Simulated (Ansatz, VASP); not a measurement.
# As in VASP and in Ansatz

```
CELL_PARAMETERS angstrom
1.73877 1.00388 3.48577
-1.73877 1.00388 3.48577
0.00000 -2.00776 3.48577
ATOMIC_POSITIONS crystal
As 0.22754 0.22754 0.22754
As 0.77246 0.77246 0.77246
```

Change from the starting cell: strain -0.0750 x Voigt [1, 1, 0, 0, 0, 0], atoms carried along.

Alike in both runs: task single point; functional PBEsol; k mesh 18 × 18 × 18; occupations gaussian, width 0.15 eV; no spin polarisation.

```csv
,VASP,Ansatz
version,VASP 6.6.1,Ansatz 0.2.0
potentials or method,"VASP PAW PBE potentials, release 64 (As)","scalar-relativistic, plane waves, PAW"
plane-wave cutoff (eV),520,420
valence electrons in the cell,10,30
```

```csv
,VASP,Ansatz,Ansatz less VASP
gap on the k mesh at the Fermi level (eV),none,none,-
pressure (GPa),19.0,18.0,-0.96
largest component of the traceless stress (GPa),4.19,4.09,-0.101
rms of the force components (eV/Å),0.963,0.877,-0.0854
```

Atom by atom the forces differ by 0.085 eV/Å (rms over components). A gap of «none» marks a metal or a gap that the smearing closes. The functional is the same, so the differences come from potentials, cutoffs and numerics. The two sets of potentials don't hold the same shells in valence.

Caveats: so large a pressure means that the cell lies far from this level's equilibrium, or that cutoff or potentials fall short (VASP); the potentials were made for another functional, which shifts forces and pressure (VASP).
